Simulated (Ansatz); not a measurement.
**Elastic constants of ScAl3 at 15 GPa (stress–strain coefficients): input and output**

Method: DFT PBE, scalar-relativistic, plane waves, PAW in Ansatz.

Launched with:
```bash
ansatz run input.yaml --threads 1 --pin off --max-ram 3072MiB --backend cpu --events-out ev --progress --plain --runs-dir out
```

Input (bare energies are in eV):
```yaml
crystal:
  lattice:
    - [3.9295693012, 0.0, 0.0]
    - [0.0, 3.9295693012, 0.0]
    - [0.0, 0.0, 3.9295693012]
  atoms:
    - { symbol: Sc, position: [0.0, 0.0, 0.0] }
    - { symbol: Al, position: [0.5, 0.0, 0.5] }
    - { symbol: Al, position: [0.0, 0.5, 0.5] }
    - { symbol: Al, position: [0.5, 0.5, 0.0] }
basis:
  ecutwfc: 420
kpoints:
  mp_grid: { grid: [10, 10, 10] }
hamiltonian:
  xc: pbe
scf:
  occupations: { method: fermi_dirac, width: 0.15 }
output:
  forces: true
  stress: true
  eigenvalues: true
elastic:
  mode: relaxed_ion
  amplitude: 0.005
  stencil: two_point
```

From the output:
```
--- Elastic constants: 2 strain directions × 2 members + reference (group order 48) ---
  dense FFT box of the reference and of every strained cell: 27×27×27
  strains applied: 11, 23; error gains: componentwise 1.00 (the most a stress slope's error grows in a printed constant), spectral 1.73 (1 for all six strains in a standard setting)
  C = ∂σ_k/∂η_j (tension-positive GPa; Voigt order 11 22 33 23 13 12):
       263.666     82.045     82.045     -0.000     -0.000     -0.000
        82.045    263.666     82.045     -0.000     -0.000     -0.000
        82.045     82.045    263.666     -0.000     -0.000     -0.000
        -0.000      0.000     -0.000    110.062      0.000     -0.000
         0.000      0.000     -0.000      0.000    110.062      0.000
        -0.000     -0.000      0.000      0.000      0.000    110.062
  reference stress σ⁰ (GPa):    -15.000    -15.000    -15.000     -0.000     -0.000     -0.000
  C* (energy form; C + prestress term) asymmetry max|C*_kj − C*_jk| = 2.842e-14 GPa — a small one proves nothing (zero by symmetry where the batch's group is 432, −43m or m−3m); a large one is finite-difference/SCF noise where every solve ...
  moduli (Voigt/Reuss/Hill, GPa): K = 142.58/142.58/142.58   G = 102.36/101.46/101.91   E = 246.91   ν = 0.211
  mechanically stable: yes (min eigenvalue of sym C = 110.06 GPa)
  strain η (Voigt 11):  stress-route row diagonal C_11 = 263.67 GPa, energy-path curvature d²(F+E_count+ΔE)/dδ²/Ω₀ = 263.66 GPa
         δ    σ_11 (GPa) F (eV) n_scf n_hpsi n_pw
    -5.000e-3     -16.3333       -3749.7919796       8   37976   1205   relax 0 steps, max|allowed force component| 1.85e-31 eV/Å
     5.000e-3     -13.6966       -3749.8487940       8   36763   1213   relax 0 steps, max|allowed force component| 7.40e-32 eV/Å
  strain η (Voigt 23):  stress-route row diagonal C_44 = 110.06 GPa, energy-path curvature d²(F+E_count+ΔE)/dδ²/Ω₀ = 117.56 GPa
         δ    σ_23 (GPa) F (eV) n_scf n_hpsi n_pw
    -5.000e-3      -0.5503       -3749.8210807       8   54126   1208   relax 0 steps, max|allowed force component| 7.40e-32 eV/Å
     5.000e-3       0.5503       -3749.8210807       7   49649   1208   relax 0 steps, max|allowed force component| 2.71e-31 eV/Å
```

The run took 27 s on 1 thread of Intel(R) Xeon(R) Platinum 8488C (Sapphire Rapids), on a shared host, peak memory 0.53 GiB.

In a metal, frequencies and elastic constants depend on the k mesh and the smearing, soft modes and shear constants most. Other phases may be more stable at this pressure.